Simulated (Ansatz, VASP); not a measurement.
## Re: VASP beside Ansatz

The input INCAR:

```
SYSTEM = Re
  PREC = Accurate
  ENCUT = 520
  EDIFF = 1E-6
  ISMEAR = -1
  SIGMA = 0.05
  LREAL = .False.
  LASPH = .True.
  NELM = 100
  ALGO = Normal
  ISIF = 2
  LWAVE = .False.
  LCHARG = .False.
  GGA = PE
  NBANDS = 10
```

Contents of KPOINTS:

```
Automatic mesh
0
Gamma
  12 12 12
  0 0 0
```

The input POSCAR:

```
Re
1.0
    0.0000000000      1.9346825647      1.9346825647
    1.9346825647      0.0000000000      1.9346825647
    1.9346825647      1.9346825647      0.0000000000
Re
1
Direct
    0.0000000000      0.0000000000      0.0000000000
```

Contents of input.yaml:

```yaml
crystal:
  lattice:
    - [0.0, 1.9346825647, 1.9346825647]
    - [1.9346825647, 0.0, 1.9346825647]
    - [1.9346825647, 1.9346825647, 0.0]
  atoms:
    - { symbol: Re, position: [0.0, 0.0, 0.0] }
kpoints:
  mp_grid: { grid: [12, 12, 12] }
scf:
  occupations: { method: fermi_dirac, width: 0.05 }
hamiltonian:
  xc: pbe
  pseudopotentials: { kind: all_electron, lapw: { basis_error: 0.0005 } }
output:
  forces: true
  stress: true
  eigenvalues: true
```

Change from the starting cell: volume scaled by 0.94.

Alike in both runs: task single point; functional PBE; k mesh 12 × 12 × 12; occupations fermi-dirac, width 0.05 eV; no spin polarisation.

|  | VASP | Ansatz |
| --- | --- | --- |
| version | VASP 6.6.1 | Ansatz 0.2.0 |
| potentials or method | VASP PAW PBE potentials, release 64 (Re) | all-electron LAPW, scalar-relativistic |
| plane-wave cutoff (eV) | 520 | see its input |

```csv
,VASP,Ansatz,Ansatz less VASP
gap on the k mesh at the Fermi level (eV),none,none,-
pressure (GPa),13.6,14.0,+0.46
```

A gap of «none» marks a metal or a gap that the smearing closes. Ansatz ran all-electron here, so the differences hold the error of VASP's frozen core and of both bases.

Spin-orbit coupling is left out, which matters for the levels of Re.
